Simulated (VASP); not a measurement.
The system is C2H6, in a box.

```xyz
8
Lattice="13.0000 0.0000 0.0000 0.0000 12.0000 0.0000 0.0000 0.0000 12.0000" Properties=species:S:1:pos:R:3 pbc="T T T"
C     5.7362    6.0000    6.0000
C     7.2638    6.0000    6.0000
H     5.3343    7.0224    6.0000
H     5.3343    5.4888    5.1146
H     5.3343    5.4888    6.8854
H     7.6657    4.9776    6.0000
H     7.6657    6.5112    5.1146
H     7.6657    6.5112    6.8854
```

Base run:

```yaml
Program: VASP 6.6.1
Functional: PBE
Potentials_or_basis: VASP PAW PBE potentials, release 64 (C, H)
Cutoff: 520 eV
k_mesh: 1 × 1 × 1
Occupations: gaussian, width 0.01 eV
Spin: no spin polarisation
```

Its results: gap between the frontier levels 7.55 eV; largest force 0.024 eV/Å.

Q: The run is repeated on the same cell with these changes: functional from PBE to PBE0; further incar settings from ALGO = Normal; EDIFF = 1e-06; NBANDS = 17 to ALGO = Normal; EDIFF = 1e-07; NBANDS = 17. What comes out?

A: Gap between the frontier levels 9.28 eV; largest force 0.218 eV/Å.

Caveats: the PAW data sets were made with another functional, which shifts forces and pressure a little (some runs).

A k mesh can miss the band edges.

Not every run made on this cell is shown here.
